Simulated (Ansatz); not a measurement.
# GaP: energy along a strain

GaP, F-43m, a = 5.451 Å (as given, not relaxed at this level: 0.0 GPa). Ansatz: r2SCAN, PAW, 500 eV, Γ-centred 8×8×8 mesh on 2 atoms, Gaussian smearing 0.05 eV; no spin polarisation. Cell vectors (Å): 0.000 2.725 2.725; 2.725 0.000 2.725; 2.725 2.725 0.000. The cell is strained by x per cent times the pattern (0 0 1 0 0 0) in the order xx yy zz yz xz xy (engineering shears), with fractional coordinates held. y is the free energy over the start, V0 = 20.240 Å³/atom. Points with a strain past 8.5 % were computed too (3) and aren't used here.

| x (%) | y (meV/atom) |
| --- | --- |
| -7.50 | ? |
| -5.00 | 23.61 |
| -2.50 | 5.87 |
| 0.00 | 0.00 |
| 2.50 | 5.39 |
| 5.00 | 21.40 |
| 7.50 | 47.35 |

Task: Fit y = c1 x + c2 x² + c3 x³ to the other rows, get the stiffness along the pattern, and predict the missing energy.

Result: Least squares on the rows shown. y = −0.050143 x + 0.90011 x² − 0.0068800 x³. The clamped-ion stiffness p·C·p = 2 × 9.001 eV × 160.2 / 20.240 Å³ = 142 GPa, which is C33 in these axes (C11 of the cubic crystal); c1 is there for the stress left in the start, which by itself gives a slope of -0.05 meV/atom per %. At x = -7.50 the fit asked for gives 53.91 meV/atom. The run gave 53.80 meV/atom, so the fit is 0.11 meV/atom too high, a small miss on the scale of the series.